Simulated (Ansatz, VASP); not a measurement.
GaN: VASP beside Ansatz

```
CELL_PARAMETERS angstrom
3.18592 0.00000 0.00000
-1.59296 2.75909 0.00000
0.00000 0.00000 5.19007
ATOMIC_POSITIONS crystal
Ga 0.33333 0.66667 0.99913
Ga 0.66667 0.33333 0.49913
N 0.33333 0.66667 0.37587
N 0.66667 0.33333 0.87587
```

Alike in both runs: functional PBE; k mesh 12 × 12 × 6; occupations gaussian, width 0.02 eV; no spin polarisation.

Ansatz relaxed the structure, and its values are those at the end. VASP's run is a single point on that final structure, the one shown.

|  | VASP | Ansatz |
| --- | --- | --- |
| version | VASP 6.6.1 | Ansatz 0.2.0 |
| potentials or method | VASP PAW PBE potentials, release 64 (Ga_d, N) | scalar-relativistic, plane waves, PAW |
| plane-wave cutoff (eV) | 520 | 420 |
| valence electrons in the cell | 36 | 36 |

```csv
,VASP,Ansatz,Ansatz less VASP
gap on the k mesh at the Fermi level (eV),1.92,1.91,-0.008
least direct gap on the mesh (eV),1.92,1.91,-0.008
pressure (GPa),5.7,5.6,-0.05
rms of the force components (eV/Å),0.003,0.003,+0.0002
```

The functional is the same, so the differences come from potentials, cutoffs and numerics.

A hybrid or GW would open this gap; PBE tends to underestimate it.
